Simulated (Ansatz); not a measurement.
Consider CdTe in the zinc blende structure (space group F-43m, No. 216; a = 6.489 Å).

One thing is altered: every Te is replaced by Cr; the structure is relaxed again.

Levels (all Ansatz, a program for electronic structure, PAW): PBEsol (420 eV, no spin-orbit coupling); r2SCAN (500 eV, without spin-orbit coupling).

The geometry is relaxed with PBEsol.

| Quantity | Value |
|---|---|
| PBEsol pressure | 0.0 GPa |
| PBEsol magnetic state | ferromagnetic |
| PBEsol largest site moment | 3.88 μB |

Q: How does going to r2SCAN change the pressure, magnetic state and largest site moment?

A: The pressure goes from zero to 1.8 GPa; the magnetic state remains ferromagnetic; the largest site moment grows by 0.15 μB to 4.03 μB.

The magnetic state is the one reached from the starting moments; the real material's order can differ, and small cells can't hold many antiferromagnetic ones. Single points use the geometry relaxed with PBEsol. Their cutoffs differ, which shifts pressures a little. Whether these cells are dynamically stable was not tested. As relaxed here, CrCd is a hypothetical phase, not in the database extracts checked.
